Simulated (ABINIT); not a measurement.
Crystal: Ge.

```
CELL_PARAMETERS angstrom
-1.60842 1.60842 1.87318
1.60842 -1.60842 1.87318
1.60842 1.60842 -1.87318
ATOMIC_POSITIONS crystal
Ge 0.50000 0.50000 0.00000
```

The cell was built by a generator and needn't be a form met in nature.

| Item | Value |
| --- | --- |
| Program | ABINIT 10.8.3 (patched build) |
| Task | relaxation of cell and atoms |
| Functional | PBE |
| Dispersion | D3(BJ) |
| Potentials or basis | JTH PAW PBE v2.0 |
| Cutoff | 599 eV |
| k mesh | 12 × 12 × 12 |
| Occupations | fermi-dirac, width 0.05 eV |
| Spin | no spin polarisation |

At the start: pressure -1.9 GPa; volume 19.38 Å³/atom.

Problem. How do energy, volume and symmetry change on relaxing?

Solution. Over 4 steps the energy falls by 4.0 meV/atom and the volume is 18.79 Å³/atom (-3.1 %); space group I4/mmm (No. 139, to 0.05 Å).

Step by step:
| step | energy change (eV) | largest force (eV/Å) | pressure (GPa) | volume (Å³) |
| --- | --- | --- | --- | --- |
| 1 | 0.0000 | 0.0000 | -1.87 | 19.38 |
| 2 | -0.0021 | 0.0000 | -1.31 | 19.20 |
| 3 | -0.0033 | 0.0000 | 0.09 | 18.77 |
| 4 | -0.0040 | 0.0000 | 0.03 | 18.79 |

Final structure:
```yaml
crystal:
  lattice:
    - [-1.58921, 1.58921, 1.85971]
    - [1.58921, -1.58921, 1.85971]
    - [1.58921, 1.58921, -1.85971]
  atoms:
    - { symbol: Ge, position: [0.50000, 0.50000, 0.00000] }
```

Caveat: the log and the count of SCF iterations are those of the last ABINIT call alone; pairwise dispersion overbinds metals, which lowers pressure and volume.
